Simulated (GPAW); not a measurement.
# Pb (Fm-3m) in GPAW: a series of runs

One crystal, Pb, is run at these levels: LDA, BEEF-vdW; tasks: elastic constants, phonons.

All numbers are computed with GPAW 26.7.0; they aren't measurements. Logs are shortened: lines on timing, memory, paths and dates and some standing lists are left out, and cuts for length are marked. The log counts tension as positive stress, the text compression.

## 1. The crystal as given

The structure is cubic, space group Fm-3m (No. 225). Conventional cell: a = 4.950 Å, b = 4.950 Å, c = 4.950 Å, α = 90.00°, β = 90.00°, γ = 90.00°. Around Pb (site symmetry m-3m) lie 12 Pb at 3.50 Å.

## 2. Elastic constants, LDA, 30.32 Å³/atom

Contents of run.py:

```python
import json
import numpy as np
import spglib
from ase.constraints import FixSymmetry
from ase.filters import FrechetCellFilter
from ase.io import read, write
from ase.optimize import BFGS
from ase.stress import full_3x3_to_voigt_6_stress, voigt_6_to_full_3x3_strain, voigt_6_to_full_3x3_stress
from ase.units import GPa
from gpaw import GPAW, PW, setup_paths

setup_paths.insert(0, '.')

atoms = read('Pb.xyz')

calc = GPAW(mode=PW(600),
            xc='LDA',
            kpts={'size': (9, 9, 9), 'gamma': True},
            occupations={'name': 'fermi-dirac', 'width': 0.05},
            nbands=14,
            convergence={'density': 1e-06, 'eigenstates': 1e-09},
            eigensolver='ppcg',
            maxiter=80,
            txt='gpaw.txt')
atoms.calc = calc
atoms.set_constraint(FixSymmetry(atoms))
BFGS(FrechetCellFilter(atoms), trajectory='relax.traj', logfile='-').run(fmax=0.005, steps=40)
atoms.set_constraint()
energy = atoms.get_potential_energy()
forces = atoms.get_forces()
stress = atoms.get_stress()
calc.write('gs.gpw')
write('result.traj', atoms)
print('Cell:', atoms.cell.cellpar().round(4))
print(atoms.get_scaled_positions().round(5))

gpts = tuple(int(n) for n in calc.get_number_of_grid_points())
cell = atoms.cell[:].T
dataset = spglib.get_symmetry((atoms.cell[:], atoms.get_scaled_positions(), atoms.numbers), symprec=1e-4)
rotations = [cell @ w @ np.linalg.inv(cell) for w in dataset['rotations']]
strains, clamped, relaxed = [], [], []
for v in [0, 3]:
    for e in (-0.01, 0.01):
        voigt = np.zeros(6)
        voigt[v] = e
        F = voigt_6_to_full_3x3_strain(voigt)
        a = atoms.copy()
        a.set_cell(atoms.cell[:] @ F, scale_atoms=True)
        c = GPAW(mode=PW(600),
                 xc='LDA',
                 kpts={'size': (9, 9, 9), 'gamma': True},
                 occupations={'name': 'fermi-dirac', 'width': 0.05},
                 nbands=14,
                 convergence={'density': 1e-06, 'eigenstates': 1e-09},
                 eigensolver='ppcg',
                 maxiter=80,
                 gpts=gpts,
                 txt=f'strain-{v}{e:+.3f}.txt')
        a.calc = c
        s0 = s1 = a.get_stress() - stress
        print(v, e, 'clamped', (s0 / GPa).round(3), 'relaxed', (s1 / GPa).round(3), flush=True)
        for R in rotations:  # images under the point group
            eps = R @ (F - np.eye(3)) @ R.T
            strains.append(full_3x3_to_voigt_6_stress(eps) * [1, 1, 1, 2, 2, 2])
            for s, rows in ((s0, clamped), (s1, relaxed)):
                rows.append(full_3x3_to_voigt_6_stress(R @ voigt_6_to_full_3x3_stress(s) @ R.T))

C0, C = (np.linalg.lstsq(np.array(strains), np.array(s), rcond=None)[0].T / GPa for s in (clamped, relaxed))
print('Clamped-ion Cij (GPa):')
print(C0.round(1))
print('Relaxed-ion Cij (GPa):')
print(C.round(1))
json.dump({'clamped': C0.tolist(), 'relaxed': C.tolist()}, open('elastic.json', 'w'))
```

Contents of Pb.xyz:

```xyz
1
Lattice="0.0000000000 2.4750200000 2.4750200000 2.4750200000 0.0000000000 2.4750200000 2.4750200000 2.4750200000 0.0000000000" Properties=species:S:1:pos:R:3 pbc="T T T"
Pb     0.0000000000      0.0000000000      0.0000000000
```

Potentials or basis: PAW data sets generated in the run's folder for this functional, pw.

Command:

```sh
$ gpaw-setup -f LDA Pb
$ OMP_NUM_THREADS=1 python run.py
```

gpaw.txt:

```text
__  _  _
 | _ |_)|_||  |
 |__||  | ||/\| - 26.7.0

Input parameters:
  mode=PW(ecut=600.0),
  convergence={'density': 1e-06, 'eigenstates': 1e-09},
  eigensolver=PPCG(niter=2, min_niter=1, max_buffer_mem=209715200, blocksize=None, rr_modulo=5, include_cg=True, promote_inner_dtype=False, tolerances=None),
  kpts=MonkhorstPack(size=(9, 9, 9), gamma=True),
  maxiter=80,
  nbands=14,
  occupations=Occupations(name='fermi-dirac', width=0.05),
  xc=XC(name='LDA')

Diagonalizing LCAO Hamiltonian
Converting LCAO to pw mode

       Pb

Atoms  # Å, Bohr magnetons
|   | symbol |        x |        y |        z |    initial magnetic moments |
|---|--------|----------|----------|----------|-----------------------------|
| 0 |     Pb | 0.000000 | 0.000000 | 0.000000 | ( 0.0000,  0.0000,  0.0000) |

Unit cell  # Å
| periodic |        x |        y |        z |  lengths |    angles |
|----------|----------|----------|----------|----------|-----------|
|      yes | 0.000000 | 2.475020 | 2.475020 | 3.500207 | 60.000000 |
|      yes | 2.475020 | 0.000000 | 2.475020 | 3.500207 | 60.000000 |
|      yes | 2.475020 | 2.475020 | 0.000000 | 3.500207 | 60.000000 |

Number of symmetries: 48
Symmetry operations  # r_c * U_cc + t_c -> r_c
|    | kind |            matrix            |
|----|------|------------------------------|
|  0 |  σ   |  1, 0, 0,  1, 0,-1,  1,-1, 0 |
|  1 |  C2  |  1, 0, 0,  1,-1, 0,  1, 0,-1 |
|  2 |  E   |  1, 0, 0,  0, 1, 0,  0, 0, 1 |
|  3 |  σ   |  1, 0, 0,  0, 0, 1,  0, 1, 0 |
|  4 |  C4  |  1, 0,-1,  1, 0, 0,  1,-1, 0 |
|  5 |  S6  |  1, 0,-1,  1,-1, 0,  1, 0, 0 |
|  6 |  σ   |  1, 0,-1,  0, 1,-1,  0, 0,-1 |
|  7 |  C3  |  1, 0,-1,  0, 0,-1,  0, 1,-1 |
|  8 |  S6  |  1,-1, 0,  1, 0, 0,  1, 0,-1 |
|  9 |  C4  |  1,-1, 0,  1, 0,-1,  1, 0, 0 |
| 10 |  C3  |  1,-1, 0,  0,-1, 1,  0,-1, 0 |
| 11 |  σ   |  1,-1, 0,  0,-1, 0,  0,-1, 1 |
| 12 |  σ   |  0, 1, 0,  1, 0, 0,  0, 0, 1 |
| 13 |  C4  |  0, 1, 0,  0, 1,-1, -1, 1, 0 |
[... 142 lines left out ...]
SCF iterations
|iter     | |      energy | eigst |  dens |
|---------|-|-------------|-------|-------|
|iter:   1| |   -4.553204 | -0.25 |       |
|iter:   2| |   -4.552054 | -2.36 | -1.79 |
|iter:   3| |   -4.536027 | -2.58 | -1.82 |
|iter:   4| |   -4.535642 | -3.92 | -2.36 |
|iter:   5| |   -4.535643c| -4.95 | -2.80 |
|iter:   6| |   -4.535646c| -6.48 | -3.92 |
|iter:   7| |   -4.535646c| -6.99 | -4.38 |
|iter:   8| |   -4.535646c| -8.91 | -5.01 |
|iter:   9| |   -4.535646c| -9.39c| -5.76 |
|iter:  10| |   -4.535646c|-10.19c| -6.62c|

Converged in 10 steps
Energy contributions relative to reference atoms: (reference = -566970.933631)

Energy contributions:
  Kinetic:           5.824787
  Coulomb:          -6.065803
  Zero:             -0.000568
  External:          0.000000
  Xc:               -4.292478
  Entropy:          -0.003169
  Spinorbit:         0.000000
  ----------------------------
  Free energy:      -4.537231
  Extrapolated:     -4.535646
[... 9 lines left out ...]
|          2 |        -9.708 |     2.000 |
|          3 |        -9.564 |     2.000 |
|          4 |        -9.564 |     2.000 |
|          5 |        -4.484 |     2.000 |
|          6 |        14.558 |     0.000 |
|          7 |        14.558 |     0.000 |
|          8 |        14.558 |     0.000 |
|          9 |        17.176 |     0.000 |
|         10 |        18.736 |     0.000 |
|         11 |        19.782 |     0.000 |
|         12 |        19.782 |     0.000 |
|         13 |        19.782 |     0.000 |

No gap
No difference between direct/indirect transitions

Stress tensor  # eV/Ang^3
|         x |         y |         z |
|-----------|-----------|-----------|
|  0.015038 | -0.000000 |  0.000000 |
| -0.000000 |  0.015038 | -0.000000 |
|  0.000000 | -0.000000 |  0.015038 |

Forces  # eV/Ang
|        x |       y |        z |
|----------|---------|----------|
| -0.00000 | 0.00000 | -0.00000 |  # Pb   0

Interpolating wave functions to new cell

       Pb

Atoms  # Å, Bohr magnetons
|   | symbol |        x |        y |        z |    initial magnetic moments |
|---|--------|----------|----------|----------|-----------------------------|
| 0 |     Pb | 0.000000 | 0.000000 | 0.000000 | ( 0.0000,  0.0000,  0.0000) |
[... 168 lines left out ...]
SCF iterations
|iter     | |      energy | eigst |  dens |
|---------|-|-------------|-------|-------|
|iter:   1| |   -4.563160 | -1.14 |       |
|iter:   2| |   -4.559557 | -3.27 | -1.90 |
|iter:   3| |   -4.542545 | -2.79 | -1.95 |
|iter:   4| |   -4.542629 | -3.89 | -2.65 |
|iter:   5| |   -4.542945c| -3.97 | -2.97 |
|iter:   6| |   -4.542935c| -5.81 | -3.82 |
|iter:   7| |   -4.542934c| -6.90 | -4.33 |
|iter:   8| |   -4.542934c| -8.40 | -5.32 |
|iter:   9| |   -4.542934c| -9.15c| -5.83 |
|iter:  10| |   -4.542934c|-10.00c| -6.48c|

Converged in 10 steps
Energy contributions relative to reference atoms: (reference = -566970.933631)

Energy contributions:
  Kinetic:           6.516470
  Coulomb:          -6.602763
  Zero:              0.000785
  External:          0.000000
  Xc:               -4.455880
  Entropy:          -0.003093
  Spinorbit:         0.000000
  ----------------------------
  Free energy:      -4.544481
  Extrapolated:     -4.542934
[... 9 lines left out ...]
|          2 |        -9.495 |     2.000 |
|          3 |        -9.343 |     2.000 |
|          4 |        -9.343 |     2.000 |
|          5 |        -4.391 |     2.000 |
|          6 |        14.941 |     0.000 |
|          7 |        14.941 |     0.000 |
|          8 |        14.941 |     0.000 |
|          9 |        17.417 |     0.000 |
|         10 |        19.213 |     0.000 |
|         11 |        20.155 |     0.000 |
|         12 |        20.155 |     0.000 |
|         13 |        20.155 |     0.000 |

No gap
No difference between direct/indirect transitions

Stress tensor  # eV/Ang^3
|        x |         y |         z |
|----------|-----------|-----------|
| 0.009594 |  0.000000 |  0.000000 |
| 0.000000 |  0.009594 | -0.000000 |
| 0.000000 | -0.000000 |  0.009594 |

Forces  # eV/Ang
|       x |        y |        z |
|---------|----------|----------|
| 0.00000 | -0.00000 | -0.00000 |  # Pb   0

Interpolating wave functions to new cell
[... 175 lines left out ...]
SCF iterations
|iter     | |      energy | eigst |  dens |
|---------|-|-------------|-------|-------|
|iter:   1| |   -4.603886 | -0.70 |       |
|iter:   2| |   -4.593731 | -2.86 | -1.68 |
|iter:   3| |   -4.546117 | -2.35 | -1.72 |
|iter:   4| |   -4.546331 | -3.45 | -2.43 |
|iter:   5| |   -4.547208c| -3.52 | -2.74 |
|iter:   6| |   -4.547178c| -5.36 | -3.58 |
|iter:   7| |   -4.547176c| -6.43 | -4.10 |
|iter:   8| |   -4.547176c| -7.96 | -5.11 |
|iter:   9| |   -4.547176c| -8.67 | -5.59 |
|iter:  10| |   -4.547176c| -9.53c| -6.24c|

Converged in 10 steps
Energy contributions relative to reference atoms: (reference = -566970.933631)

Energy contributions:
  Kinetic:           7.774265
  Coulomb:          -7.583020
  Zero:              0.003165
  External:          0.000000
  Xc:               -4.739976
  Entropy:          -0.003221
  Spinorbit:         0.000000
  ----------------------------
  Free energy:      -4.548786
  Extrapolated:     -4.547176
[... 9 lines left out ...]
|          2 |        -9.133 |     2.000 |
|          3 |        -8.965 |     2.000 |
|          4 |        -8.965 |     2.000 |
|          5 |        -4.232 |     2.000 |
|          6 |        15.596 |     0.000 |
|          7 |        15.596 |     0.000 |
|          8 |        15.596 |     0.000 |
|          9 |        17.825 |     0.000 |
|         10 |        20.023 |     0.000 |
|         11 |        20.795 |     0.000 |
|         12 |        20.795 |     0.000 |
|         13 |        20.795 |     0.000 |

No gap
No difference between direct/indirect transitions

Stress tensor  # eV/Ang^3
|         x |         y |         z |
|-----------|-----------|-----------|
| -0.000877 |  0.000000 |  0.000000 |
|  0.000000 | -0.000877 |  0.000000 |
|  0.000000 |  0.000000 | -0.000877 |

Forces  # eV/Ang
|       x |        y |        z |
|---------|----------|----------|
| 0.00000 | -0.00000 | -0.00000 |  # Pb   0

Interpolating wave functions to new cell
[... 175 lines left out ...]
SCF iterations
|iter     | |      energy | eigst |  dens |
|---------|-|-------------|-------|-------|
|iter:   1| |   -4.547587 | -2.84 |       |
|iter:   2| |   -4.547523 | -4.99 | -2.78 |
|iter:   3| |   -4.547212c| -4.56 | -2.82 |
|iter:   4| |   -4.547214c| -5.65 | -3.52 |
|iter:   5| |   -4.547221c| -5.72 | -3.83 |
|iter:   6| |   -4.547221c| -7.61 | -4.73 |
|iter:   7| |   -4.547221c| -8.66 | -5.21 |
|iter:   8| |   -4.547221c| -9.41c| -6.22c|

Converged in 8 steps
Energy contributions relative to reference atoms: (reference = -566970.933631)

Energy contributions:
  Kinetic:           7.668026
  Coulomb:          -7.500193
  Zero:              0.002952
  External:          0.000000
  Xc:               -4.716406
  Entropy:          -0.003200
  Spinorbit:         0.000000
  ----------------------------
  Free energy:      -4.548821
  Extrapolated:     -4.547221
[... 9 lines left out ...]
|          2 |        -9.163 |     2.000 |
|          3 |        -8.996 |     2.000 |
|          4 |        -8.996 |     2.000 |
|          5 |        -4.245 |     2.000 |
|          6 |        15.542 |     0.000 |
|          7 |        15.542 |     0.000 |
|          8 |        15.542 |     0.000 |
|          9 |        17.791 |     0.000 |
|         10 |        19.957 |     0.000 |
|         11 |        20.742 |     0.000 |
|         12 |        20.742 |     0.000 |
|         13 |        20.742 |     0.000 |

No gap
No difference between direct/indirect transitions

Stress tensor  # eV/Ang^3
|        x |         y |         z |
|----------|-----------|-----------|
| 0.000038 |  0.000000 |  0.000000 |
| 0.000000 |  0.000038 | -0.000000 |
| 0.000000 | -0.000000 |  0.000038 |

Forces  # eV/Ang
|       x |        y |        z |
|---------|----------|----------|
| 0.00000 | -0.00000 | -0.00000 |  # Pb   0

# Writing to gs.gpw (mode='')
```

Wall time 1.7 min (1 thread of Intel Xeon Platinum 8259CL at 2.50GHz (Skylake/Cascade Lake), shared host); peak memory 0.28 GiB.

What came out:

- Free energy: -4.5488 eV
- Relaxed volume: 28.86 Å³/atom
- Relaxed cell: a = 3.443 Å, b = 3.443 Å, c = 3.443 Å, α = 60.00°, β = 60.00°, γ = 60.00°
- Space group after relaxing (to 0.05 Å): Fm-3m (No. 225)
- Pressure after relaxing: 0.0 GPa
- Band gap on the k mesh: none (metal or under the smearing width)
- Elastic constants C11, C12, C44: 70, 47, 35 GPa
- Voigt bulk modulus: 55 GPa
- Bulk modulus (Hill): 55 GPa
- Shear modulus (Hill): 22 GPa
- Young's modulus: 59 GPa
- Poisson's ratio (from the elastic constants): 0.32

Caveat: the density grid can change from cell to cell, which puts small steps into energies and stress; elastic constants of metals need much finer meshes, so these are rough.

(Continued in part 2 of 2.)
